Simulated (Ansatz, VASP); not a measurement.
CsBr: VASP beside Ansatz

```xyz
2
Lattice="4.3196 0.0000 0.0000 0.0000 4.3196 0.0000 0.0000 0.0000 4.3196" Properties=species:S:1:pos:R:3 pbc="T T T"
Cs    0.0000    0.0000    0.0000
Br    2.1598    2.1598    2.1598
```

Alike in both runs: task single point; functional PBE; k mesh 4 × 4 × 4; no spin polarisation.

|  | VASP | Ansatz |
| --- | --- | --- |
| version | VASP 6.6.1 | Ansatz 0.2.0 |
| potentials or method | VASP PAW PBE potentials, release 64 (Cs_sv, Br) | plane waves |
| plane-wave cutoff (eV) | 520 | 420 |
| occupations | methfessel-paxton of order 1, width 0.2 eV | cold, width 0.2 eV |
| valence electrons in the cell | 16 | 16 |

```tsv
	VASP	Ansatz	Ansatz less VASP
gap on the k mesh at the Fermi level (eV)	4.43	4.44	+0.011
pressure (GPa)	0.7	0.7	-0.03
```

Caveats: spin-orbit coupling is left out, which moves the levels of the heavy elements. A hybrid or GW would open this gap; PBE tends to underestimate it.
